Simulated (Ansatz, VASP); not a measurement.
SiC: VASP beside Ansatz

File INCAR:

```
  PREC = Accurate
  ENCUT = 520
  EDIFF = 1E-6
  ISMEAR = 0
  SIGMA = 0.05
  LREAL = False
  LASPH = True
  NELM = 80
  ALGO = Normal
  ISIF = 2
  LWAVE = False
  LCHARG = True
  GGA = PE
  LELF = True
  LVHAR = True
  NBANDS = 11
```

File KPOINTS:

```
regular mesh
0
Gamma
  12 12 12
```

The input POSCAR:

```
SiC
1.0
    0.0000000000      2.1542192250      2.1542192250
    2.1542192250      0.0000000000      2.1542192250
    2.1542192250      2.1542192250      0.0000000000
Si C
1 1
Direct
    0.0000000000      0.0000000000      0.0000000000
    0.7500000000      0.7500000000      0.7500000000
```

Input for Ansatz:

```yaml
crystal:
  lattice:
    - [0.0, 2.154219225, 2.154219225]
    - [2.154219225, 0.0, 2.154219225]
    - [2.154219225, 2.154219225, 0.0]
  atoms:
    - { symbol: Si, position: [0.0, 0.0, 0.0] }
    - { symbol: C, position: [0.75, 0.75, 0.75] }
basis:
  ecutwfc: 520.0
kpoints:
  mp_grid: { grid: [12, 12, 12] }
hamiltonian:
  xc: pbe
scf:
  occupations: { method: gaussian, width: 0.05 }
output:
  forces: true
  stress: true
  eigenvalues: true
  write_density: true
  write_potential: true
  elf: true
  volumetric_format: npy
```

Alike in both runs: task single point; functional PBE; k mesh 12 × 12 × 12; occupations gaussian, width 0.05 eV; no spin polarisation.

|  | VASP | Ansatz |
| --- | --- | --- |
| version | VASP 6.6.1 | Ansatz 0.2.0 |
| potentials or method | VASP PAW PBE potentials, release 64 (Si, C) | scalar-relativistic, plane waves, PAW |
| plane-wave cutoff (eV) | 520 | 520 |
| valence electrons in the cell | 8 | 8 |

|  | VASP | Ansatz | Ansatz less VASP |
| --- | --- | --- | --- |
| gap on the k mesh at the Fermi level (eV) | 1.32 | 1.33 | +0.003 |
| least direct gap on the mesh (eV) | 4.58 | 4.58 | +0.005 |
| pressure (GPa) | 11.5 | 11.5 | +0.08 |

A k mesh can miss the band edges.
